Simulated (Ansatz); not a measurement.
C, 2 atoms in the cell. It takes space group C2/m (No. 12, monoclinic). Conventional cell: a = 4.255 Å, b = 2.457 Å, c = 3.765 Å, α = 90.00°, β = 111.49°, γ = 90.00°. C (site symmetry m) is surrounded by 3 C at 1.42 Å. This is a stacking variant of graphite.

```yaml
Program: Ansatz 0.2.0
Task: single point
Functional: r2SCAN0 form with a typed share of exact exchange
Potentials_or_basis: Ansatz PAW
Cutoff: "500 eV (not typed: the program's choice for these potentials)"
k_mesh: 7 × 7 × 4
Occupations: fermi-dirac, width 0.05 eV
Spin: no spin polarisation
Share_of_exact_exchange: 0.1
```

Potentials or basis: Ansatz PAW.

The run is started by

```bash
$ ansatz run input.yaml --threads 2 --pin off --max-ram 5632MiB --backend cpu --events-out ev --progress --plain --runs-dir out
```

Hardware: 2 threads of Intel(R) Xeon(R) Platinum 8488C (Sapphire Rapids) (shared host).

Q: Estimate the wall time of this run.

A: Run time: 6.4 s on 2 threads of Intel(R) Xeon(R) Platinum 8488C (Sapphire Rapids), on a shared host, peak memory 0.69 GiB. Counts: scf iterations 13, plane waves 467, k points 60, bands 8.
